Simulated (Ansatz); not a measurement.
**AlCo: the order of phases at one pressure**

Which of rocksalt, CsCl, WC, NiAs, zincblende has the lowest enthalpy for AlCo at one common pressure? The runs shown use PAW.

Program: Ansatz 0.2.0. Level of theory: DFT, PBE, PAW with Ansatz's default frozen-core files, scalar-relativistic. These are calculated values, not measurements.

## (1) The starting structure

Symmetry: Fm-3m, No. 225, cubic system. The conventional cell has a = 4.828 Å, b = 4.828 Å, c = 4.828 Å, α = 90.00°, β = 90.00°, γ = 90.00°. Around Co (site symmetry m-3m) lie 6 Al at 2.41 Å. Al (site symmetry m-3m) has 6 Co at 2.41 Å as nearest neighbours.

As a file:

```cif
data_structure
_symmetry_space_group_name_H-M 'Fm-3m'
_symmetry_Int_Tables_number 225
_cell_length_a 4.8276
_cell_length_b 4.8276
_cell_length_c 4.8276
_cell_angle_alpha 90.000
_cell_angle_beta 90.000
_cell_angle_gamma 90.000
_cell_volume 112.51
loop_
_atom_site_label
_atom_site_type_symbol
_atom_site_symmetry_multiplicity
_atom_site_Wyckoff_symbol
_atom_site_fract_x
_atom_site_fract_y
_atom_site_fract_z
_atom_site_occupancy
Co1 Co 4 a 0.00000 0.00000 0.00000 1
Al1 Al 4 b 0.50000 0.00000 0.00000 1
```

The file gives the conventional cell by its symmetry; the runs use the cell typed in the input.

Atoms are numbered in the order of the input: Co1, Al2.

## (2) Cell relaxed at zero pressure, PAW

Input file input.yaml:

```yaml
crystal:
  lattice:
    - [0.0, 2.4137972614, 2.4137972614]
    - [2.4137972614, 0.0, 2.4137972614]
    - [2.4137972614, 2.4137972614, 0.0]
  atoms:
    - { symbol: Co, position: [0.0, 0.0, 0.0] }
    - { symbol: Al, position: [0.5, 0.5, 0.5] }
kpoints:
  mp_grid: { grid: [14, 14, 14] }
scf:
  occupations: { method: fermi_dirac, width: 0.08 }
hamiltonian:
  xc: pbe
  pseudopotentials: { kind: paw }
output:
  forces: true
  stress: true
relax:
  f_tol: 0.005
  max_steps: 40
  cell: {}
```

Started as:

```
> ansatz run input.yaml --threads 1 --pin off --max-ram 3584MiB --backend cpu --events-out ev --progress --plain --runs-dir out
```

The runs that follow: Volume scaled by 0.86, to set the pressure, PAW; Rocksalt relaxed under pressure, PAW; CsCl relaxed under pressure, PAW; WC relaxed under pressure, PAW; NiAs relaxed under pressure, PAW; Zincblende relaxed under pressure, PAW.

Q: Predict the outcome of this session. Wanted: pressure; lowest.

As calculated:

| quantity | value |
| --- | --- |
| pressure | 25 GPa |
| lowest (PAW) | CsCl, 350.1 meV/atom under WC |

What this shows: By PAW the order is CsCl < WC < NiAs < rocksalt < zincblende. Only these structures were tried, with electrons smeared by 0.08 eV and without vibrations, so the true ground state may be another. The k meshes differ between phases and weren't tested, which can move differences by some meV. Spin polarisation is left out here, though a magnetic state may lie well lower.
